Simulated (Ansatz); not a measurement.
Runs of Ansatz 0.2.0 on GaN. Symmetry: P6_3mc, No. 186, hexagonal system. Conventional cell: a = 3.180 Å, b = 3.180 Å, c = 5.166 Å, α = 90.00°, β = 90.00°, γ = 120.00°. Around Ga (site symmetry 3m) lie 4 N at 1.94 to 1.95 Å. N (site symmetry 3m) has 4 Ga at 1.94 to 1.95 Å as nearest neighbours. 

| cell | gap on the mesh (eV) | pressure (GPa) |
| --- | --- | --- |
| relaxed to 20 GPa | (a) | 20.0 |
| relaxed to 10 GPa | 2.21 | 10.0 |
| relaxed to 30 GPa | 2.69 | 30.0 |
| relaxed | 1.89 | 0.0 |
| relaxed to 5 GPa | (b) | 5.0 |

Alike in all rows: task relaxation of cell and atoms; level PBEsol; potentials or basis all-electron LAPW, scalar-relativistic; no spin polarisation; k mesh 10 × 10 × 5; smearing fermi-dirac 0.05 eV; basis error allowed 0.002 eV/atom.

Task: Fill in the values left out.

Result: (a) 2.47; (b) 2.06.

Caveats: an odd mesh through Γ misses points on the zone boundary, where band edges often lie.

A k mesh can miss the band edges, and the runs leave out spin-orbit coupling on Ga.
